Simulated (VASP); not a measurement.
Input of a VASP 6.6.1 run:

The input INCAR:

```
  ALGO = Normal
  EDIFF = 1E-7
  ENCUT = 520
  GGA = PS
  ISIF = 2
  ISMEAR = 0
  LASPH = T
  LCHARG = T
  LELF = T
  LREAL = F
  LVHAR = T
  LWAVE = F
  NBANDS = 11
  NELM = 100
  PREC = Accurate
  SIGMA = 0.01
```

File KPOINTS:

```
k-points
0
Gamma
  8 8 8
```

The input POSCAR:

```
HCl
1.0
   -1.9575706260      1.9575529748      2.6499762601
    1.9575706260     -1.9575529748      2.6499762601
    1.9575706260      1.9575529748     -2.6499762601
H Cl
1 1
Direct
    0.7114147217      0.7114147217      0.0000000000
    0.9565852783      0.9565852783      0.0000000000
```

Potentials or basis: VASP PAW PBE potentials, release 64 (H, Cl).

The run is started by

```bash
$ cat potpaw_PBE.64/H/POTCAR potpaw_PBE.64/Cl/POTCAR > POTCAR
$ mpirun -np 1 vasp_std > vasp.out
```

Estimate the largest force.

0.100 eV/Å.

Estimate the pressure.

-0.3 GPa.

What does it give for the band gap on the k mesh?

5.09 eV, direct.

Stress tensor (GPa, compression positive):
```
-0.08  0.00  0.00
 0.00 -0.08  0.00
 0.00  0.00 -0.59
```

Caveat: the PAW data sets were made with another functional, which shifts forces and pressure a little. A k mesh can miss the band edges.
